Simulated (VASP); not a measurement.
# PtSe2 (Sudovikovite) (P-3m1) in VASP: notebook, part 2 of 2

VASP 6.6.1. Earlier steps stand in the parts before.

### Step 3. Band structure, PBE

This run uses another cell than the first one, of 19.76 Å³/atom, 0.852 times its volume.

File INCAR:

```
SYSTEM = PtSe2
ALGO = Fast
EDIFF = 1E-6
ENCUT = 520
GGA = PE
ISIF = 2
ISMEAR = 0
KPAR = 2
LASPH = .TRUE.
LCHARG = .FALSE.
LMAXMIX = 4
LREAL = .FALSE.
LWAVE = .FALSE.
NBANDS = 18
NELM = 80
PREC = Accurate
SIGMA = 0.03
```

File KPOINTS:

```
k-points
0
G
  9 9 5
  0 0 0
```

File POSCAR:

```
PtSe2                                   
1.0
    3.7683257513      0.0000000000      0.0000000000
   -1.8841628756      3.2634658303      0.0000000000
   -0.0000000000     -0.0000000000      4.8198134677
  Pt              Se            
     1     2
Direct
     0.0000000000000000    0.0000000000000000    0.0000000000000000
     0.3333333332999970    0.6666666667000030    0.2665143349454959
     0.6666666667000030    0.3333333332999970    0.7334856650545041
```

File KPOINTS_OPT:

```
explicit points
213
Reciprocal
 0.0000000000  0.0000000000  0.0000000000 1
 0.0357142857  0.0000000000  0.0000000000 1
 0.0714285714  0.0000000000  0.0000000000 1
 0.1071428571  0.0000000000  0.0000000000 1
 0.1428571429  0.0000000000  0.0000000000 1
 0.1785714286  0.0000000000  0.0000000000 1
[... 205 lines left out ...]
 0.5000000000  0.0000000000  0.0281974800 1
 0.5000000000  0.0000000000 -0.0281974800 1
```

Potentials or basis: VASP PAW PBE potentials, release 64 (Pt, Se).

The run is started by

```
$ cat potpaw_PBE.64/Pt/POTCAR potpaw_PBE.64/Se/POTCAR > POTCAR
$ mpirun -np 2 vasp_std > vasp.out
```

OUTCAR:

```text
SYSTEM = PtSe2
   EDIFF = 1E-6
   ENCUT = 520
   GGA = PE
   ISIF = 2
   ISMEAR = 0
   LASPH = .TRUE.
   LREAL = .FALSE.
   NELM = 80
   PREC = Accurate

 ion  position               nearest neighbor table
   1  0.000  0.000  0.000-   2 2.53   3 2.53   2 2.53   3 2.53   3 2.53   2 2.53
   2  0.333  0.667  0.267-   1 2.53   1 2.53   1 2.53
   3  0.667  0.333  0.733-   1 2.53   1 2.53   1 2.53

  LATTYP: Found a hexagonal cell.
 ALAT       =     3.7683257513
 C/A-ratio  =     1.2790331266

  Lattice vectors:

 A1 = (   3.7683257513,   0.0000000000,   0.0000000000)
 A2 = (  -1.8841628756,   3.2634658303,   0.0000000000)
 A3 = (   0.0000000000,   0.0000000000,   4.8198134677)

Analysis of symmetry for initial positions (statically):
=====================================================================
 Subroutine PRICEL returns:
 Original cell was already a primitive cell.

 Routine SETGRP: Setting up the symmetry group for a
 hexagonal supercell.

 Subroutine GETGRP returns: Found 12 space group operations
 (whereof 12 operations were pure point group operations)
 out of a pool of 24 trial point group operations.

The static configuration has the point symmetry D_3d.

Analysis of symmetry for dynamics (positions and initial velocities):
=====================================================================
 Subroutine PRICEL returns:
 Original cell was already a primitive cell.

 Routine SETGRP: Setting up the symmetry group for a
 hexagonal supercell.

 Subroutine GETGRP returns: Found 12 space group operations
 (whereof 12 operations were pure point group operations)
 out of a pool of 24 trial point group operations.

The dynamic configuration has the point symmetry D_3d.

[... 116 lines left out ...]
   EFERMI_NEDOS =   21; number of points for ismear=-14 and -15
   IALGO  =     68    algorithm
   IMIX   =      4    mixing-type and parameters
     AMIX     =   0.40;   BMIX     =  1.00
     AMIX_MAG =   1.60;   BMIX_MAG =  1.00
  volume/ion in A,a.u.               =      19.76       133.33
  Fermi-wavevector in a.u.,A,eV,Ry     =   1.176512  2.223286 18.832929  1.384181
  Thomas-Fermi vector in A             =   2.312875
   LORBIT       =      0    0 simple, 1 ext, 2 COOP (PROOUT), +10 PAW based schemes
   GGA     = PE    functional components
   LHFCALC =     F    Hartree Fock is set to
   AEXX    =    0.0000 exact exchange contribution
   IVDW    =     0    specifies the selected vdW correction
   LEPSILON=     F    determine dielectric tensor
   LRPA    =     F    only Hartree local field effects (RPA)
 non-spin polarized calculation
 RMM-DIIS sequential band-by-band and
 Gauss-broadening in eV      SIGMA  =   0.03
  energy-cutoff  :      520.00
  volume of cell :       59.27
 maximum number of plane-waves:      1620
   NGX = 13   NGY = 13   NGZ = 17

 number of electron      21.9999997 magnetization

 Free energy of the ion-electron system (eV)
  ---------------------------------------------------
  ext. energy  EPLUGINS =         0.00000000
  ---------------------------------------------------
  free energy    TOTEN  =       -14.19163435 eV

  energy without entropy =      -14.19083657  energy(sigma->0) =      -14.19123546

 E-fermi :   6.7628     XC(G=0): -10.8377

 val. band max:        6.7566848459   @ k =   0.0000   0.2222   0.2000
 cond. band min:       6.7670478585   @ k =  -0.1111   0.4444   0.2000
 fundamental gap:      0.0103630126
 Fermi energy:         6.7628413239

 k-point     1 :       0.0000    0.0000    0.0000
  band No.  band energies     occupation
      1      -8.9382      2.00000
      2      -5.8300      2.00000
      3      -0.3913      2.00000
      4       0.5232      2.00000
      5       0.5232      2.00000
      6       2.9537      2.00000
[... 481 lines left out ...]
      5       1.0903      2.00000
      6       1.9229      2.00000
[... 10 lines left out ...]
     17      14.8009      0.00000
     18      16.6960      0.00000

 [... further k-points ...]

------------------------ aborting loop because EDIFF is reached ----------------------------------------

  FORCE on cell =-STRESS in cart. coord.  units (eV):
  Direction    XX          YY          ZZ          XY          YZ          ZX
  --------------------------------------------------------------------------------------
  -------------------------------------------------------------------------------------
  Total        1.4847918      1.4847918      1.5106001      0.0000000     -0.0000000     -0.0000000
  in kB       40.1345516     40.1345516     40.8321605      0.0000000     -0.0000000     -0.0000000
  external PRESSURE =      40.3670879 kB  Pullay stress =       0.0000000 kB

 VOLUME and BASIS-vectors are now :
 -----------------------------------------------------------------------------
  energy-cutoff  :      520.00
  volume of cell :       59.27
      direct lattice vectors                 reciprocal lattice vectors
     3.768325751  0.000000000  0.000000000     0.265369840  0.153211348  0.000000000
    -1.884162876  3.263465830  0.000000000     0.000000000  0.306422697  0.000000000
     0.000000000  0.000000000  4.819813468     0.000000000  0.000000000  0.207476909

 POSITION                                       TOTAL-FORCE (eV/Angst)
 -----------------------------------------------------------------------------------
      0.00000      0.00000      0.00000         0.000000      0.000000      0.000000
     -0.00000      2.17564      1.28455        -0.000000     -0.000000     -0.024227
      1.88416      1.08782      3.53526         0.000000      0.000000      0.024227
 -----------------------------------------------------------------------------------
    total drift:                                0.000000     -0.000000      0.000000

  FREE ENERGIE OF THE ION-ELECTRON SYSTEM (eV)
  ---------------------------------------------------
  free  energy   TOTEN  =       -14.1916343507 eV

  energy  without entropy=      -14.1908365728  energy(sigma->0) =      -14.19123546
```

stdout:

```text
POSCAR found type information on POSCAR PtSe
 POSCAR found :  2 types and       3 ions
 scaLAPACK will be used
 LDA part: xc-table for (Slater+PW92), standard interpolation
 POSCAR, INCAR and KPOINTS ok, starting setup
 FFT: planning ... GRIDC
 FFT: planning ... GRID_SOFT
 FFT: planning ... GRID
 WAVECAR not read
 entering main loop
 Start KPOINTS_OPT (optional k-point list driver)
k-point batch [1-50\213]
k-point batch [51-100\213]
k-point batch [101-150\213]
k-point batch [151-200\213]
k-point batch [201-213\213]
```

Run time: 73 s. Hardware: 2 MPI ranks of AMD EPYC 9R14 (Zen 4), shared host; peak memory 0.21 GiB.

Results:

```
Free energy             : -14.1916 eV
Pressure                : 4.0 GPa
Largest force           : 0.024 eV/Å
Band gap along the path : none (metal or under the smearing width)
```

Forces in eV/Å, atoms in the order of the input:
```
Pt   0.000  0.000  0.000
Se   0.000  0.000 -0.024
Se   0.000  0.000  0.024
```

Levels at the corners of the path, in eV from the Fermi level:
```csv
point,band 8,band 9,band 10,band 11,band 12,band 13,band 14,band 15
Γ,-2.50,-1.02,-1.02,0.77,1.03,1.03,3.34,4.09
M,-3.72,-3.33,-3.27,-2.94,0.47,2.48,5.03,6.10
M,-3.72,-3.33,-3.27,-2.94,0.47,2.48,5.03,6.10
K,-3.62,-2.27,-1.71,-1.71,-0.06,-0.06,3.81,7.57
K,-3.62,-2.27,-1.71,-1.71,-0.06,-0.06,3.81,7.57
Γ,-2.50,-1.02,-1.02,0.77,1.03,1.03,3.34,4.09
Γ,-2.50,-1.02,-1.02,0.77,1.03,1.03,3.34,4.09
A,-2.94,-1.75,-1.75,-1.73,2.30,2.30,4.98,6.52
A,-2.94,-1.75,-1.75,-1.73,2.30,2.30,4.98,6.52
L,-3.35,-3.09,-2.59,-1.12,0.57,1.45,4.89,4.90
L,-3.35,-3.09,-2.59,-1.12,0.57,1.45,4.89,4.90
H,-4.30,-3.46,-2.50,-2.50,2.32,2.32,6.57,7.59
H,-4.30,-3.46,-2.50,-2.50,2.32,2.32,6.57,7.59
A,-2.94,-1.75,-1.75,-1.73,2.30,2.30,4.98,6.52
L,-3.35,-3.09,-2.59,-1.12,0.57,1.45,4.89,4.90
M,-3.72,-3.33,-3.27,-2.94,0.47,2.48,5.03,6.10
K,-3.62,-2.27,-1.71,-1.71,-0.06,-0.06,3.81,7.57
H,-4.30,-3.46,-2.50,-2.50,2.32,2.32,6.57,7.59
```

Caveat: spin-orbit coupling is left out, which moves the levels of the heavy elements.

### Step 4. Band structure, LDA

This run uses another cell than the first one, of 19.76 Å³/atom, 0.852 times its volume.

Changes to INCAR since step 3:

```diff
@@ -4,3 +4,2 @@
 ENCUT = 520
-GGA = PE
 ISIF = 2
```

KPOINTS is that of step 3.

POSCAR is that of step 3.

KPOINTS_OPT is that of step 3.

Potentials or basis: VASP PAW LDA potentials, release 64 (Pt, Se).

The run is started by

```
$ cat potpaw_LDA.64/Pt/POTCAR potpaw_LDA.64/Se/POTCAR > POTCAR
$ mpirun -np 2 vasp_std > vasp.out
```

Wall time 70 s (2 MPI ranks of AMD EPYC 9R14 (Zen 4), shared host); peak memory 0.19 GiB.

The run converged. Its results:

- Free energy: -17.0737 eV
- Pressure: -3.5 GPa
- Largest force: 0.309 eV/Å
- Band gap along the path: none (metal or under the smearing width)

Forces in eV/Å, atoms in the order of the input:
```
Pt   0.000  0.000  0.000
Se   0.000  0.000 -0.309
Se   0.000  0.000  0.309
```

Stress tensor (GPa, compression positive):
```
-3.65  0.00  0.00
 0.00 -3.65  0.00
 0.00  0.00 -3.06
```

Levels at the corners of the path, in eV from the Fermi level:
```csv
point,band 7,band 8,band 9,band 10,band 11,band 12,band 13,band 14,band 15,band 16
Γ,-3.76,-2.45,-0.98,-0.98,0.80,1.05,1.05,3.27,3.98,7.25
M,-3.70,-3.70,-3.28,-3.23,-2.90,0.47,2.50,5.02,6.05,6.91
M,-3.70,-3.70,-3.28,-3.23,-2.90,0.47,2.50,5.02,6.05,6.91
K,-4.52,-3.57,-2.24,-1.66,-1.66,-0.07,-0.07,3.81,7.52,8.43
K,-4.52,-3.57,-2.24,-1.66,-1.66,-0.07,-0.07,3.81,7.52,8.43
Γ,-3.76,-2.45,-0.98,-0.98,0.80,1.05,1.05,3.27,3.98,7.25
Γ,-3.76,-2.45,-0.98,-0.98,0.80,1.05,1.05,3.27,3.98,7.25
A,-3.82,-2.94,-1.71,-1.71,-1.70,2.32,2.32,4.92,6.47,6.57
A,-3.82,-2.94,-1.71,-1.71,-1.70,2.32,2.32,4.92,6.47,6.57
L,-3.34,-3.30,-3.04,-2.55,-1.09,0.58,1.44,4.81,4.89,7.66
L,-3.34,-3.30,-3.04,-2.55,-1.09,0.58,1.44,4.81,4.89,7.66
H,-4.29,-4.29,-3.41,-2.45,-2.45,2.33,2.33,6.56,7.49,7.57
H,-4.29,-4.29,-3.41,-2.45,-2.45,2.33,2.33,6.56,7.49,7.57
A,-3.82,-2.94,-1.71,-1.71,-1.70,2.32,2.32,4.92,6.47,6.57
L,-3.34,-3.30,-3.04,-2.55,-1.09,0.58,1.44,4.81,4.89,7.66
M,-3.70,-3.70,-3.28,-3.23,-2.90,0.47,2.50,5.02,6.05,6.91
K,-4.52,-3.57,-2.24,-1.66,-1.66,-0.07,-0.07,3.81,7.52,8.43
H,-4.29,-4.29,-3.41,-2.45,-2.45,2.33,2.33,6.56,7.49,7.57
```

Caveat: spin-orbit coupling is left out, which moves the levels of the heavy elements.

### Step 5. Summary

| task | level | potentials or basis | cell | cutoff (eV) | by perturbation theory | pressure (GPa) | largest force (eV/Å) |
| --- | --- | --- | --- | --- | --- | --- | --- |
| phonons | r2SCAN | VASP PAW PBE potentials, release 64 (Pt, Se) | P-3m1, 23.2 Å³/atom | 600 | no | - | - |
| band structure | PBE | VASP PAW PBE potentials, release 64 (Pt, Se) | P-3m1, 19.76 Å³/atom | 520 | - | 4.0 | 0.02 |
| band structure | LDA | VASP PAW LDA potentials, release 64 (Pt, Se) | P-3m1, 19.76 Å³/atom | 520 | - | -3.5 | 0.31 |

Alike in all rows: no spin polarisation; k mesh 9 × 9 × 5; smearing gaussian 0.03 eV.

Caveats: spin-orbit coupling is left out, which moves the levels of the heavy elements (some runs); the PAW data sets were made with another functional, which shifts forces and pressure a little (some runs).

Absolute energies hang on the potentials; compare differences alone.
